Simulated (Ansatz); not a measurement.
# Ag (simple hexagonal type): how the settings move a single-point run

Aim: see which settings change the result for Ag (simple hexagonal type), by how much, and at what cost.

Program: Ansatz 0.2.0. Level of theory: reference: DFT, PBE, all-electron LAPW, scalar-relativistic. These are calculated values, not measurements.

1 further run of the same task is left out (it didn't finish).

### Step 1. The starting structure

It takes space group P6/mmm (No. 191, hexagonal). The conventional cell has a = 2.846 Å, b = 2.846 Å, c = 2.769 Å, α = 90.00°, β = 90.00°, γ = 120.00°. Around Ag (site symmetry 6/mmm) lie 8 Ag at 2.77 to 2.85 Å.

Structure file:

```cif
data_structure
_symmetry_space_group_name_H-M 'P 1'
_symmetry_Int_Tables_number 1
_cell_length_a 2.8465
_cell_length_b 2.8465
_cell_length_c 2.7685
_cell_angle_alpha 90.000
_cell_angle_beta 90.000
_cell_angle_gamma 120.000
_cell_volume 19.43
loop_
_atom_site_label
_atom_site_type_symbol
_atom_site_fract_x
_atom_site_fract_y
_atom_site_fract_z
_atom_site_occupancy
Ag1 Ag 0.00000 0.00000 0.00000 1
```

### Step 2. Baseline

input.yaml reads:

```yaml
crystal:
  lattice:
    - [2.8464770861, 0.0, 0.0]
    - [-1.423238543, 2.4651214678, 0.0]
    - [0.0, 0.0, 2.7685463678]
  atoms:
    - { symbol: Ag, position: [0.0, 0.0, 0.0] }
kpoints:
  mp_grid: { grid: [15, 15, 14] }
  band_path:
    path:
      - [0.0, 0.0, 0.0]
      - [0.5, 0.0, 0.0]
      - [0.3333333333, 0.3333333333, 0.0]
      - [0.0, 0.0, 0.0]
      - [0.0, 0.0, 0.5]
      - [0.5, 0.0, 0.5]
      - [0.3333333333, 0.3333333333, 0.5]
      - [0.0, 0.0, 0.5]
      - [0.5, 0.0, 0.5]
    npoints: 14
scf:
  occupations: { method: fermi_dirac, width: 0.08 }
hamiltonian:
  xc: pbe
  pseudopotentials: { kind: all_electron, lapw: { basis_error: 0.001 } }
output:
  forces: true
  stress: true
  eigenvalues: true
  populations: true
  dos: { projected: true, de: 0.2, e_range: [-14, 8] }
```

On the command line:

```
> ansatz run input.yaml --threads 1 --pin off --max-ram 2048MiB --backend cpu --events-out ev --progress --plain --runs-dir out
```

### Step 3. Changing settings: mp_grid.shift [0.5, 0.5, 0.5]

Changes to input.yaml since step 2:

```diff
@@ -8,3 +8,3 @@
 kpoints:
-  mp_grid: { grid: [15, 15, 14] }
+  mp_grid: { grid: [15, 15, 14], shift: [0.5, 0.5, 0.5] }
   band_path:
@@ -31,2 +31 @@
   populations: true
-  dos: { projected: true, de: 0.2, e_range: [-14, 8] }
```

What does the calculation give? Wanted: for each run, ending; energy change; pressure; gap; force.

As calculated:

| run | ending | energy change | pressure (GPa) | gap (eV) | force (eV/Å) | cycles | time |
| --- | --- | --- | --- | --- | --- | --- | --- |
| reference | converged | 0 | 0.0 | 0.00 | 0.00 | 6 | 18 s |
| 1: mp_grid.shift [0.5, 0.5, 0.5] | converged | +2.9 meV/atom | 0.0 | 0.00 | 0.00 | 6 | 35 s |

Times don't compare one to one where runs were asked for different outputs or read a saved state (see the inputs); cycles may leave out searches for a lower state.

Residual by cycle in the longest SCF loop of each run; runs are numbered as in the table. The quantity is the density residual dr2, in eV.

```csv
cycle,reference,run 1
1,0.0766,0.077
2,0.00333,0.0032
3,0.00402,0.00401
4,7.9e-5,7.8e-5
5,2.2e-7,2.1e-7
6,5.3e-9,5.6e-9
```

**Reading.** Changing the k-point mesh moves the energy by +2.9 meV/atom. The energy is not variational in the mesh, so the sign tells nothing.
